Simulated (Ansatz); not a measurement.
# CoO (Fm-3m): magnetic orders compared

An exercise on one series of results from a longer session: the logs are not shown, and one member is left open.

Method: DFT PBE, scalar-relativistic, plane waves, PAW, in Ansatz 0.2.0.

### Starting point

It takes space group Fm-3m (No. 225, cubic). The conventional cell has a = 4.249 Å, b = 4.249 Å, c = 4.249 Å, α = 90.00°, β = 90.00°, γ = 90.00°. Around Co (site symmetry m-3m) lie 6 O at 2.12 Å. Around O (site symmetry m-3m) lie 6 Co at 2.12 Å.

Structure file:

```cif
data_structure
_symmetry_space_group_name_H-M 'P 1'
_symmetry_Int_Tables_number 1
_cell_length_a 3.0045
_cell_length_b 3.0045
_cell_length_c 3.0045
_cell_angle_alpha 60.000
_cell_angle_beta 60.000
_cell_angle_gamma 60.000
_cell_volume 19.18
loop_
_atom_site_label
_atom_site_type_symbol
_atom_site_fract_x
_atom_site_fract_y
_atom_site_fract_z
_atom_site_occupancy
Co1 Co 0.00000 0.00000 0.00000 1
O1 O 0.50000 0.50000 0.50000 1
```

This cell comes from an earlier session at PBE: 9.589 Å³/atom at 0.00 GPa, on a 14×14×14 mesh.

The first run:

input.yaml reads:

```yaml
crystal:
  lattice:
    - [0.0, 2.12453155, -2.12453155]
    - [0.0, 2.12453155, 2.12453155]
    - [4.2490631, 0.0, 0.0]
  atoms:
    - { symbol: Co, position: [0.0, 0.0, 0.0], spin: 3.0 }
    - { symbol: O, position: [0.0, 1.0, 0.5] }
    - { symbol: Co, position: [0.5, 0.5, 0.5], spin: 3.0 }
    - { symbol: O, position: [0.5, 1.5, 1.0] }
basis:
  ecutwfc: 420
  ecutrho_ratio: 4
kpoints:
  mp_grid: { grid: [10, 10, 6] }
hamiltonian:
  xc: pbe
scf:
  occupations: { method: gaussian, width: 0.05 }
  lower_state_search: "off"
output:
  forces: true
  stress: true
  eigenvalues: true
  populations: true
magnetization:
  spin_polarized: true
```

On the command line:

```sh
$ ansatz run input.yaml --threads 2 --pin off --max-ram 5120MiB --backend cpu --events-out ev --progress --plain --runs-dir out
```

Among the steps run: Ferromagnetic, larger cell; Antiferromagnetic, propagation vector (1, 0, 0); Antiferromagnetic, propagation vector (1/2, 1/2, -1/2); No spin polarisation.

One of the session's tables, all rows but one given; the rest of the session is left out.

```
                                                 order  above the lowest (meV/atom)  largest moment (μB)  pressure (GPa)
                                         ferromagnetic                            ?                    ?               ?
       antiferromagnetic, propagation vector (1, 0, 0)                        100.1                 2.23            -2.6
antiferromagnetic, propagation vector (1/2, 1/2, -1/2)                          0.0                 2.38            -2.4
                                  no spin polarisation                        309.9                 0.00           -18.6
```

Q: Estimate the row for ferromagnetic from the others.

**Answer.** above the lowest (meV/atom): 71.9; largest moment (μB): 2.51; pressure (GPa): 0.0. In the column «above the lowest (meV/atom)» it lies between antiferromagnetic, propagation vector (1/2, 1/2, -1/2) (0.0) and antiferromagnetic, propagation vector (1, 0, 0) (100.1).

The first row is the run of the earlier session that started with parallel moments (-2846.0500 eV/atom).

To keep in mind: Only these orders were tried, at zero temperature; the one found in experiment may not be among them.
